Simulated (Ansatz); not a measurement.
All numbers below come from DFT PBE+D3(BJ), scalar-relativistic, plane waves, PAW in Ansatz. All cells share a 420 eV cutoff and Γ-centred k meshes spaced at most about 0.3 Å⁻¹ (about 0.25 or finer for metals, 2π included). No spin polarisation.

These are static total energies at zero pressure.

**Question.** Which of these relaxed structures of Se is the lowest in energy?
A. Space group Pbam (No. 55), orthorhombic, a = 4.116 Å, b = 8.239 Å, c = 2.717 Å. Se has 1 Se at 2.48 Å, 2 Se at 2.72 Å, 2 Se at 2.98 Å and 1 Se at 3.25 Å.
B. Space group P2_1/c (No. 14), monoclinic, a = 8.940 Å, b = 8.802 Å, c = 14.455 Å, β = 127.3°. Around Se on its first site lie 2 Se at 2.36–2.37 Å; around Se on its second site lie 2 Se at 2.37 Å; Se on its third site has 2 Se at 2.37–2.39 Å; Se on its fourth site has 2 Se at 2.37–2.39 Å; 4 more sites not described.
C. Space group P3_121 (No. 152), trigonal, a = 4.067 Å, c = 5.130 Å. Se is surrounded by 2 Se at 2.44 Å.
D. Space group R-3 (No. 148), trigonal, a = 10.866 Å, c = 4.429 Å. Around Se lie 2 Se at 2.43 Å.

**Answer.** C. The next of these, D, lies 43 meV/atom higher. Forms: C trigonal selenium type, P3_121; D R-3; B P2_1/c; A Pbam. Counting all near atoms (those within 1.25 times the shortest such distance or 1.15 times the sum of covalent radii; a plus sign parts nearer from farther groups): C has Se 2; D has Se 2; B has Se 2; A has Se 1+2+2. Origin: A, reached from a Materials Project cell; B, reached from a cell as deposited in COD; C and D, each reached from a cell as deposited in COD, among other starts.

The k mesh leaves some 4 meV/atom of noise in the energy of each metallic cell. Cells relaxed within their symmetry can be saddle points. Some types were kept out of the candidates beforehand, so the set may lack a known form.
